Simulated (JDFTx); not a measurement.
Pd under changes of volume

One of the cells (14.750 Å³/atom); the others are scaled copies at fixed shape and fractional positions:

```
CELL_PARAMETERS angstrom
0.00000 1.94650 1.94650
1.94650 0.00000 1.94650
1.94650 1.94650 0.00000
ATOMIC_POSITIONS crystal
Pd 0.00000 0.00000 0.00000
```

| Property | Result |
| --- | --- |
| Program | JDFTx 1.7.0 (patched build) |
| Functional | PBEsol |
| Potentials or basis | PseudoDojo-SR-PBEsol-0.4.1-standard with smoothed tails |
| Cutoff | 1116 eV |
| Density cutoff | 4463 eV |
| k mesh | 12 × 12 × 12 |
| Occupations | fermi-dirac, width 0.05 eV |
| Spin | no spin polarisation |

```csv
volume (Å³/atom),energy over the lowest point (meV/atom),pressure (GPa)
13.865,20.87,11.0
14.160,5.86,5.7
14.455,0.00,1.0
14.750,2.14,-3.0
15.045,11.26,-6.6
15.340,?,?
15.635,46.98,-12.4
```

Task: What does the run at 15.340 Å³/atom give?

Result: Energy over the lowest point 26.49 meV/atom; pressure -9.7 GPa.

Worked out: A Birch-Murnaghan fit of order 3 (a polynomial in V^(-2/3)) to the other rows has its minimum at 14.52 Å³/atom with B0 = V·E''(V) = 207 GPa and B' = 5.7. It gives 26.47 meV/atom at 15.340 Å³/atom, against the run's 26.49, and -dE/dV = -9.8 GPa, against -9.7.

Energies are extrapolated to zero smearing.

Caveats: this set's palladium file may shift the pressure by some GPa.
